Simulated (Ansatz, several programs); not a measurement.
A 3-atom cell of K2S started from a crystallographic database, relaxed with PBE in Ansatz (plane waves, PAW): space group Fm-3m (No. 225), cubic; conventional cell a = 7.461 Å, 34.61 Å³ an atom. K has 4 S at 3.23 Å; S has 8 K at 3.23 Å. The cell was then scaled with its shape and fractional coordinates held. No spin polarisation and no zero-point or thermal motion.

```csv
V (Å³/atom),E (meV/atom)
32.537,8.11
33.576,1.96
34.614,0.00
36.691,6.26
```

**Question.** Pass a cubic E = c₀ + c₁u + c₂u² + c₃u³, with u = V − 34.355 Å³, through these points.

**Answer.** c₀ = 0.13, c₁ = -0.945, c₂ = 1.734, c₃ = -0.0883 (meV and Å³).

**Question.** Where is the minimum, and what bulk modulus follows?

**Answer.** dE/du = 0 at u = +0.278, so V₀ = 34.63 Å³. B = V₀ d²E/dV² = 34.63 × (2c₂ + 6c₃u) = 34.63 × 3.321 = 115 meV/Å³, and 1 meV/Å³ is 0.16022 GPa: 18 GPa. A third-order Birch-Murnaghan fit to all five points gives 34.64 Å³ and 18 GPa.

**Question.** Predict the energy and the pressure at the withheld volume, 35.653 Å³.

**Answer.** With u = +1.298: E ≈ 1.63 meV and P = −dE/dV ≈ -0.50 GPa. The run gives 1.61 meV and, from its stress, -0.50 GPa.
